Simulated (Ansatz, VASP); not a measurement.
**One calculation of C, two programs**

```xyz
2
Lattice="0.0000 1.7834 1.7834 1.7834 0.0000 1.7834 1.7834 1.7834 0.0000" Properties=species:S:1:pos:R:3 pbc="T T T"
C     2.6751    2.6751    2.6751
C     1.7834    1.7834    1.7834
```

This isn't the form of C at room conditions, which is graphite.

Alike in both runs: functional PBEsol; k mesh 13 × 13 × 13; occupations fermi-dirac, width 0.05 eV; no spin polarisation.

```csv
,VASP,Ansatz
version,VASP 6.6.1,Ansatz 0.2.0
potentials or method,"VASP PAW PBE potentials, release 64 (C)",Ansatz PAW
plane-wave cutoff (eV),520,420
valence electrons in the cell,8,8
task,single point,band structure
```

|  | VASP | Ansatz | Ansatz less VASP |
| --- | --- | --- | --- |
| gap on the k mesh at the Fermi level (eV) | 4.01 | 4.02 | +0.006 |
| least direct gap on the mesh (eV) | 5.54 | 5.54 | +0.001 |
| pressure (GPa) | -3.8 | -4.8 | -1.05 |

Caveats: the PAW data sets were made with another functional, which shifts forces and pressure a little (VASP); an odd mesh through Γ misses points on the zone boundary, where band edges often lie (VASP); the pressure holds a Pulay correction of +1.0 GPa for the finite cutoff (Ansatz); the PAW data sets come from PBE, with cores solved anew for the run's functional, which leaves a small shift of forces and pressure (Ansatz). Expect the measured gap to be larger: semilocal functionals such as PBEsol lack the derivative discontinuity.
